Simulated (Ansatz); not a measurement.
Write the native input for Ansatz 0.2.0 that does the following.

| Quantity | Value |
| --- | --- |
| Task | band structure |
| Functional | PBEsol |
| Potentials or basis | all-electron LAPW, scalar-relativistic |
| Cutoff | 238 eV (chosen from the basis error) |
| Basis error allowed | 0.001 eV/atom |
| k mesh | 13 × 13 × 13 |
| Occupations | fermi-dirac, width 0.05 eV |
| Spin | no spin polarisation |

The system is Ga.

```
Ga
1.0
    -1.38440    1.38440    2.31122
     1.38440   -1.38440    2.31122
     1.38440    1.38440   -2.31122
Ga
1
Direct
  0.00000 0.00000 0.00000
```

This isn't the form of Ga at room conditions, which is orthorhombic.

The input as run:

input.yaml

```yaml
crystal:
  lattice:
    - [-1.3843987196, 1.3843987196, 2.3112238365]
    - [1.3843987196, -1.3843987196, 2.3112238365]
    - [1.3843987196, 1.3843987196, -2.3112238365]
  atoms:
    - { symbol: Ga, position: [0.0, 0.0, 0.0] }
kpoints:
  mp_grid: { grid: [13, 13, 13] }
  band_path:
    path:
      - [0.0, 0.0, 0.0]
      - [0.0, 0.0, 0.5]
      - [-0.1793941871, 0.1793941871, 0.5]
      - [-0.3396970935, 0.3396970935, 0.3396970935]
      - [0.0, 0.0, 0.0]
      - [0.5, 0.5, -0.5]
      - [0.3396970935, 0.6603029065, -0.3396970935]
      - [0.0, 0.5, 0.0]
    npoints: 10
scf:
  occupations: { method: fermi_dirac, width: 0.05 }
hamiltonian:
  xc: pbesol
  pseudopotentials: { kind: all_electron, lapw: { basis_error: 0.001 } }
output:
  forces: true
  stress: true
  eigenvalues: true
```

Potentials or basis: all-electron LAPW, scalar-relativistic.

Launch:

```bash
$ ansatz run input.yaml --threads 1 --pin off --max-ram 3072MiB --backend cpu --events-out ev --progress --plain --runs-dir out
```

Results of the run:

```
Pressure                : -0.3 GPa
Band gap along the path : none (metal or under the smearing width)
```

Wall time 12 s on 1 thread of Arm Neoverse V2 (shared host), peak memory 0.3 GiB.
